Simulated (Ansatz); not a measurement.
# KCl

Computed with Ansatz (plane waves, PAW, 420 eV cutoff): PBE, scalar-relativistic, no spin polarisation, Γ-centred 10×10×10 mesh, 0.05 eV Gaussian smearing; PAW files: Ansatz's generated set soft_2.

```
K Cl
1.0
     3.83542    0.00000    0.00000
     0.00000    3.83542    0.00000
     0.00000    0.00000    3.83542
K Cl
1 1
Direct
  0.00000 0.00000 0.00000
  0.50000 0.50000 0.50000
```

The chain of runs began from a cell as deposited in COD, expanded in volume.

Cell and atoms are those of this level's equilibrium.

Path: Γ–X–M–Γ–R–X | R–M, with Γ = (0.000, 0.000, 0.000), X = (0.000, 0.500, 0.000), M = (0.500, 0.500, 0.000), R = (0.500, 0.500, 0.500) in reciprocal vectors of the calculation's cell.

Is it a metal or an insulator, and if it has a gap, where are the band edges on this path?

An insulator with a gap of 4.81 eV on the path, the valence band topping at M and the conduction band bottoming at Γ; the smallest direct gap is 5.01 eV.

Levels between -6 and 6 eV from the Fermi level at the path's named points:
| point | below E_F (eV) | above E_F (eV) |
| --- | --- | --- |
| Γ | -2.61 -2.61 -2.61 | 2.40 4.15 4.15 |
| X | -4.17 -2.62 -2.62 | 5.30 5.50 5.85 |
| M | -3.60 -3.60 -2.40 | 3.77 4.87 |
| R | -3.72 -3.72 -3.72 |  |

Formal charges K⁺, Cl⁻ balance and leave closed shells on every ion, so a band insulator is expected, and the gap is 4.81 eV.

Within 0.6 eV of the edges the projected states are 99 % Cl 3p at the top of the valence band and 78 % K 4s at the bottom of the conduction band. The lowest excitation takes an electron from Cl back to K, as in ionic insulators.

Kohn–Sham gaps of semilocal functionals lie under measured ones, often by a third or more.
